**AlN in one fixed cell: functional, program and a hybrid to be forecast**

A process engineer who takes a lattice constant or a film stress from a calculation needs to know which choice moves the answer more, the functional or the program that runs it. I compare pressures of aluminium nitride in one cell that is never relaxed. A positive pressure means that the crystal pushes outward and would expand if released; a negative one means that it would shrink. The last row, a hybrid functional, is to be forecast from the others.

Kohn-Sham DFT with ABINIT and VASP for AlN (space group P6_3mc, 10.45 Å³/atom), without spin polarization. All rows use the same unrelaxed 4-atom cell with a static lattice. The basis column gives the plane-wave cutoff, and pressure is positive in compression.

```
      method      rung  program                                        potentials   basis               k mesh            smearing  pressure (GPa)
         LDA       LDA   ABINIT               PseudoDojo NC SR LDA v0.4 stringent  980 eV    8x8x4 4-atom cell  Fermi-Dirac 0.05eV          -6.300
         PBE       GGA   ABINIT                                  JTH PAW PBE v2.0  707 eV  10x10x6 4-atom cell  Fermi-Dirac 0.05eV           4.200
         PBE       GGA     VASP                VASP PAW PBE potentials, gw, light  400 eV    5x5x3 4-atom cell     gaussian 0.02eV          -2.980
         PBE       GGA     VASP              VASP PAW PBE potentials, recommended  520 eV  10x10x6 4-atom cell  Fermi-Dirac 0.05eV           3.460
      PBEsol       GGA   ABINIT            PseudoDojo NC SR PBEsol v0.4 stringent  980 eV    8x8x4 4-atom cell  Fermi-Dirac 0.05eV          -0.310
      PBEsol       GGA     VASP         VASP PAW PBE potentials, materialsproject  520 eV  10x10x6 4-atom cell      gaussian 0.1eV           0.170
      PBEsol       GGA     VASP                  VASP PAW PBE potentials, minimal  500 eV  10x10x6 4-atom cell      gaussian 0.1eV           0.180
      r2SCAN  meta-GGA   ABINIT                                  JTH PAW PBE v2.0  816 eV    6x6x4 4-atom cell  Fermi-Dirac 0.05eV           2.510
r2SCAN50-ULG    hybrid     VASP  VASP PAW PBE potentials, recommended, release 54  520 eV    5x5x3 4-atom cell  tetrahedron 0.05eV               ?
```

A coil spring clamped at a fixed length is a useful picture. The force on the clamp shows whether the spring would rather be longer or shorter, and here each functional is a spring with its own rest length. The picture covers only the average over directions. In the PBEsol run with ABINIT the stress is -0.8 GPa along a and +0.7 GPa along c, so a pressure near zero doesn't certify a relaxed crystal.

One row has to be set aside before the functionals are compared. The PBE run at 400 eV gives -2.98 GPa, while the other two PBE runs are positive. Against the VASP run with recommended potentials its stress is lower by 6.4 GPa along a and 6.5 GPa along c, yet the band gap changes by only 0.03 eV. The levels around the gap are nearly the same and the stress is not, so this sign change isn't a property of PBE.

Pulay stress is the likely reason. The stress is evaluated with a fixed set of plane waves, and stretching the cell makes that set coarser. If the cutoff is too low, the energy then rises artificially, and the crystal seems to pull inward. The potentials and the k mesh differ as well, so this pair of runs doesn't isolate the cutoff.

The remaining rows run from LDA through PBEsol and r2SCAN to PBE, from the strongest inward pull to the strongest outward push. LDA usually binds solids too tightly. The gradient terms of PBE favour uneven densities, which a stretched crystal has more of, and so they lengthen the bonds. PBEsol weakens these terms, while r2SCAN also uses the kinetic energy density to tell kinds of bonding apart.

Are these steps larger than the disagreement between programs? With the 400 eV run aside, the PBE runs differ by 0.7 GPa and the PBEsol runs by 0.5 GPa. Potentials and cutoffs change along with the program, so these differences aren't due to the program alone. The step of 6.0 GPa from LDA to PBEsol is far larger, but the sign of the PBEsol pressure remains open. The single r2SCAN value lies only 0.95 GPa below the nearer PBE value, so its place in the order is less secure.

To forecast the hybrid I turn lengths into pressures. Let $B$ be the bulk modulus, $a$ the length of the given cell and $a_0$ the length that a functional prefers. For a small uniform change the volume changes by three times the relative change in length, so

$$p \approx 3B\,\frac{a_0-a}{a}.$$

With a rough recalled $B$ of 200 GPa, one percent of length is worth 6 GPa.

Half of the exchange in this hybrid is exact. Exact exchange removes part of the spurious repulsion of an electron with itself, which makes the valence density around nitrogen more compact and usually shortens the bonds. In the same cell, shorter preferred bonds mean a lower pressure. As a rough recalled rule, a quarter of exact exchange shortens such a crystal by 0.8% when it is added to a GGA, hence 1.6% for half. Since r2SCAN already mends part of the GGA error, I take 1.0%.

The start is the r2SCAN pressure, moved from the ABINIT to the VASP potentials by the difference between the two PBE runs with the same families of potentials:

$$2.51 + (3.46 - 4.20) - 6.0 \approx -4.2\ \text{GPa}.$$

My range is -9.2 to +0.8 GPa. It is a judgement, meant to cover the uncertain exchange effect, the coarse mesh and a dispersion attraction that the ending "ULG" suggests. I firmly expect a value below r2SCAN and think a negative one likely; whether it falls above or below LDA I leave open.

The withheld rows as computed:

```
      method    rung  program                                        potentials   basis             k mesh            smearing  pressure (GPa)
r2SCAN50-ULG  hybrid     VASP  VASP PAW PBE potentials, recommended, release 54  520 eV  5x5x3 4-atom cell  tetrahedron 0.05eV         -14.030
```

The direction is right and the size is wrong. The computed pressure is negative and below r2SCAN, as forecast, but at -14.0 GPa it lies 9.8 GPa below my central value and 4.8 GPa beyond the lower end of the range. It is also well below LDA, a question I had left open.

The shortening of 1.0% was my own choice, so I check whether a bolder one would have saved the forecast. The full GGA-like 1.6% gives -7.8 GPa, still 6.2 GPa too high. With no exchange effect at all the estimate is 1.8 GPa, which is much worse. To reach the computed value by length alone, the hybrid would have to prefer a cell about 2.6% shorter than r2SCAN does, far more than the rule behind the forecast allows.

The full output of the run points to a second cause. The ending "ULG" stands for a dispersion correction, an extra attraction between atoms, and here it adds -0.41 eV per atom to the energy. If every pair attraction falls as $1/r^6$, this energy $E$ varies with the volume $V$ as $1/V^2$, and its share of the pressure is

$$p = -\frac{\mathrm{d}E}{\mathrm{d}V} = \frac{2E}{V}.$$

With 10.45 Å³ per atom that makes about -13 GPa. The true pull is weaker, because the correction is damped at short distances. Yet half of this limit would already cover the 6.2 GPa that the full exchange rule leaves. Dispersion is therefore probably a large part of the miss, though its exact share isn't printed. The 5x5x3 mesh and potentials made for PBE may add errors of their own.

My range was too narrow because I named the dispersion term and never gave it a size. Each pair attraction is small, but in a dense crystal every atom has many neighbours close by, and the terms add up. This correction also uses fixed strengths for each element. It treats aluminium as a soft neutral atom, although in AlN the metal has given up much of its valence charge and is harder to polarise. The attraction is then likely to be too strong.

A direct check is to repeat the hybrid run without the dispersion term and with everything else unchanged. The difference in pressure is the share of dispersion, and what remains can be set against the exchange rule. A denser mesh is the next test. Until then, -14.0 GPa shouldn't be turned into a lattice constant or a film stress.
